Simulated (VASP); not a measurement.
# Ge in VASP: one cell, several levels of theory, part 2 of 2

VASP 6.6.1, plane waves, PAW.

**3. r2SCAN at this geometry**

File INCAR:

```
ENCUT = 520.000000
SIGMA = 0.010000
EDIFF = 1.00e-07
ALGO = Normal
METAGGA = R2SCAN
PREC = Accurate
IBRION = -1
ISIF = 2
ISMEAR = 0
NBANDS = 21
NELM = 120
NSW = 0
LASPH = .TRUE.
LCHARG = .FALSE.
LWAVE = .FALSE.
LREAL = .FALSE.
```

File KPOINTS:

```
KPOINTS created by Atomic Simulation Environment
0
Gamma
8 8 8
0 0 0
```

File KPOINTS_OPT:

```
special points
7
Reciprocal
0.0000000000 0.0000000000 0.0000000000 1
0.5000000000 0.0000000000 0.5000000000 1
0.6250000000 0.2500000000 0.6250000000 1
0.3750000000 0.3750000000 0.7500000000 1
0.5000000000 0.5000000000 0.5000000000 1
0.5000000000 0.2500000000 0.7500000000 1
0.0000000000 0.0000000000 0.5000000000 1
```

File POSCAR:

```
Ge
 1.0000000000000000
     0.0000000000000000    2.7801360418000001    2.7801360418000001
     2.7801360418000001    0.0000000000000000    2.7801360418000001
     2.7801360418000001    2.7801360418000001    0.0000000000000000
 Ge
   2
Cartesian
  0.0000000000000000  0.0000000000000000  0.0000000000000000
  1.3900680208999998  1.3900680208999998  1.3900680208999998
```

Run with:

```
$ mpirun -np 1 vasp_std
```

Printed to the terminal (iteration lines stand in OSZICAR):

```text
POSCAR found type information on POSCAR Ge
 POSCAR found :  1 types and       2 ions
 -----------------------------------------------------------------------------
|                                                                             |
|                                                                             |
|     You enforced a specific xc type in the INCAR file but a different       |
|     I HOPE YOU KNOW WHAT YOU ARE DOING!                                     |
|                                                                             |
 -----------------------------------------------------------------------------

 LDA part: xc-table for (None), standard interpolation
 POSCAR, INCAR and KPOINTS ok, starting setup
 FFT: planning ... GRIDC
 FFT: planning ... GRID_SOFT
 FFT: planning ... GRID
 WAVECAR not read
 entering main loop
 Start KPOINTS_OPT (optional k-point list driver)
k-point batch [1-7\7]
```

OSZICAR:

```text
N       E                     dE             d eps       ncg     rms          rms(c)
DAV:   1     0.178047285379E+03    0.17805E+03   -0.14900E+04  1355   0.381E+03
DAV:   2    -0.147368161606E+01   -0.17952E+03   -0.17292E+03  1223   0.660E+02
DAV:   3    -0.294409298986E+02   -0.27967E+02   -0.27806E+02  1388   0.147E+02
DAV:   4    -0.303603304277E+02   -0.91940E+00   -0.91898E+00  1373   0.313E+01
DAV:   5    -0.303754789480E+02   -0.15149E-01   -0.15148E-01  1368   0.441E+00    0.360E+00
DAV:   6    -0.277167857748E+02    0.26587E+01   -0.29844E-01  1303   0.914E+00    0.208E+00
DAV:   7    -0.276954555395E+02    0.21330E-01   -0.10876E-01  1562   0.439E+00    0.264E-01
DAV:   8    -0.276945974843E+02    0.85806E-03   -0.54297E-03  1648   0.125E+00    0.110E-01
DAV:   9    -0.276947078527E+02   -0.11037E-03   -0.80955E-03  1622   0.186E+00    0.708E-02
DAV:  10    -0.276944379797E+02    0.26987E-03   -0.57404E-04  1612   0.447E-01    0.321E-02
DAV:  11    -0.276943592583E+02    0.78721E-04   -0.34132E-04  1725   0.357E-01    0.624E-03
DAV:  12    -0.276943621598E+02   -0.29015E-05   -0.18796E-05  1549   0.588E-02    0.363E-03
DAV:  13    -0.276943658750E+02   -0.37152E-05   -0.70524E-07  1378   0.856E-03    0.174E-03
DAV:  14    -0.276943661152E+02   -0.24022E-06   -0.46657E-07  1253   0.135E-02    0.885E-04
DAV:  15    -0.276943656674E+02    0.44775E-06   -0.22145E-08   744   0.185E-03    0.171E-04
DAV:  16    -0.276943655138E+02    0.15360E-06   -0.52528E-09   644   0.971E-04    0.585E-05
DAV:  17    -0.276943655220E+02   -0.82255E-08   -0.11299E-09   629   0.447E-04
   1 F= -.27694366E+02 E0= -.27694366E+02  d E =-.690149E-21
       N       E                     dE             ncg
DAV:   1     0.223165602475E+02   -0.73669E+04      332
DAV:   2    -0.120712551739E+04   -0.12294E+04      294
DAV:   3    -0.139515249386E+04   -0.18803E+03      329
DAV:   4    -0.140091935024E+04   -0.57669E+01      349
DAV:   5    -0.140101407222E+04   -0.94722E-01      324
DAV:   6    -0.140101689176E+04   -0.28195E-02      344
DAV:   7    -0.140101701874E+04   -0.12698E-03      324
DAV:   8    -0.140101702569E+04   -0.69529E-05      359
DAV:   9    -0.140101702612E+04   -0.42545E-06      334
DAV:  10    -0.140101702614E+04   -0.21398E-07      237
```

From OUTCAR:

```text
k-points           NKPTS =     29   k-points in BZ     NKDIM =     29   number of bands    NBANDS=     21

   NELECT =      28.0000    total number of electrons

   dimension x,y,z NGX =    30 NGY =   30 NGZ =   30
   dimension x,y,z NGXF=    60 NGYF=   60 NGZF=   60

  energy-cutoff  :      520.00
  volume of cell :       42.98
      direct lattice vectors                 reciprocal lattice vectors
     0.000000000  2.780136042  2.780136042    -0.179847314  0.179847314  0.179847314
     2.780136042  0.000000000  2.780136042     0.179847314 -0.179847314  0.179847314
     2.780136042  2.780136042  0.000000000     0.179847314  0.179847314 -0.179847314

 k-points in reciprocal lattice and weights: KPOINTS created by Atomic Simulation Env
   0.00000000  0.00000000  0.00000000       0.002
   0.12500000  0.00000000  0.00000000       0.016
   0.25000000  0.00000000  0.00000000       0.016
   0.37500000  0.00000000  0.00000000       0.016
   0.50000000  0.00000000  0.00000000       0.008
   0.12500000  0.12500000  0.00000000       0.012
   0.25000000  0.12500000  0.00000000       0.047
   0.37500000  0.12500000  0.00000000       0.047
[... 21 more k-points ...]

 E-fermi :   5.3934

 k-point     1 :       0.0000    0.0000    0.0000
  band No.  band energies     occupation
      1     -20.2472      2.00000
      2     -20.2472      2.00000
      3     -20.2472      2.00000
      4     -20.2033      2.00000
      5     -20.2033      2.00000
      6     -19.9552      2.00000
      7     -19.9552      2.00000
      8     -19.9551      2.00000
      9     -19.9290      2.00000
     10     -19.9290      2.00000
     11      -8.3983      2.00000
     12       5.3314      2.00000
     13       5.3315      2.00000
     14       5.3315      2.00000
     15       6.2483      0.00000
     16       8.0608      0.00000
     17       8.0609      0.00000
     18       8.0609      0.00000
     19      12.5444      0.00000
     20      15.4002      0.00000
     21      15.4002      0.00000

 k-point     2 :       0.1250    0.0000    0.0000
  band No.  band energies     occupation
      1     -20.2569      2.00000
      2     -20.2569      2.00000
      3     -20.2443      2.00000
      4     -20.1894      2.00000
      5     -20.1894      2.00000
      6     -19.9659      2.00000
      7     -19.9659      2.00000
      8     -19.9587      2.00000
      9     -19.9204      2.00000
     10     -19.9204      2.00000
     11      -8.1885      2.00000
     12       3.0290      2.00000
     13       4.9525      2.00000
     14       4.9526      2.00000
     15       6.9026      0.00000
     16       8.5636      0.00000
     17       8.5636      0.00000
     18       9.3130      0.00000
     19      13.4951      0.00000
     20      14.4649      0.00000
     21      14.4649      0.00000

 k-point     3 :       0.2500    0.0000    0.0000
  band No.  band energies     occupation
      1     -20.2688      2.00000
      2     -20.2688      2.00000
      3     -20.2373      2.00000
      4     -20.1686      2.00000
      5     -20.1686      2.00000
      6     -19.9800      2.00000
      7     -19.9800      2.00000
      8     -19.9671      2.00000
      9     -19.9103      2.00000
     10     -19.9103      2.00000
     11      -7.5784      2.00000
     12       0.4053      2.00000
     13       4.3403      2.00000
     14       4.3404      2.00000
     15       6.4623      0.00000
     16       9.2560      0.00000
     17       9.2561      0.00000
     18      11.7552      0.00000
     19      14.0692      0.00000
     20      14.2200      0.00000
     21      14.2201      0.00000

 k-point     4 :       0.3750    0.0000    0.0000
  band No.  band energies     occupation
      1     -20.2745      2.00000
      2     -20.2745      2.00000
      3     -20.2301      2.00000
      4     -20.1564      2.00000
      5     -20.1564      2.00000
      6     -19.9867      2.00000
      7     -19.9867      2.00000
      8     -19.9759      2.00000
      9     -19.9053      2.00000
     10     -19.9053      2.00000
     11      -6.6778      2.00000
     12      -1.7640      2.00000
     13       3.9089      2.00000
     14       3.9090      2.00000
     15       6.0863      0.00000
     16       9.3973      0.00000
     17       9.3974      0.00000
     18      13.1867      0.00000
     19      14.6552      0.00000
     20      15.5442      0.00000
     21      15.5443      0.00000

[... the tables of k-points 5 to 29 left out ...]

  Total        1.3678073      1.3678073      1.3678073     -0.0000000      0.0000000     -0.0000000
  in kB       50.9926223     50.9926223     50.9926223     -0.0000000      0.0000000     -0.0000000
  external PRESSURE =      50.9926223 kB  Pullay stress =       0.0000000 kB

 POSITION                                       TOTAL-FORCE (eV/Angst)
 -----------------------------------------------------------------------------------
      0.00000      0.00000      0.00000        -0.000000     -0.000000     -0.000000
      1.39007      1.39007      1.39007         0.000000      0.000000      0.000000
 -----------------------------------------------------------------------------------
    total drift:                                0.000000     -0.000000      0.000000

  FREE ENERGIE OF THE ION-ELECTRON SYSTEM (eV)
  ---------------------------------------------------
  free  energy   TOTEN  =       -27.6943655220 eV

  energy  without entropy=      -27.6943655220  energy(sigma->0) =      -27.69436552
```

Hardware: 1 MPI rank of Intel Xeon Platinum 8488C, shared host.

The levels at the points of KPOINTS_OPT are read from vasprun.xml.

Band energies at the special points (eV, zero at the top of v, the last band that the electrons fill by count):

```tsv
point	v−1	v	c	c+1
Γ	0.00	0.00	0.92	2.73
X	-3.42	-3.42	0.90	0.90
U	-4.79	-2.94	1.36	4.52
K	-4.79	-2.94	1.36	4.52
L	-1.57	-1.57	0.62	4.02
W	-4.32	-4.32	4.90	4.90
```

Gap with r2SCAN: 0.62 eV, valence top at Γ, conduction bottom at L. Least direct gap: 0.92 eV. Pressure: 5.10 GPa; the forces vanish within 0.01 eV/Å.

**4. Results**

This closing draws on all 2 parts.

```
 level  gap (eV)  pressure (GPa)  Ansatz: gap (eV)  Ansatz: pressure (GPa)
   PBE      0.35            7.98              0.34                    8.05
r2SCAN      0.62            5.10              0.65                    5.00
```

What this shows: The gap runs from 0.35 eV (PBE) to 0.62 eV (r2SCAN). At this one volume the pressure spans 5.1 GPa (r2SCAN) to 8.0 GPa (PBE): PBE wants the largest cell and r2SCAN the smallest. The two programs agree on the gap within 0.03 eV, far less than the spread between functionals. Each program uses its own PAW datasets and cutoff.
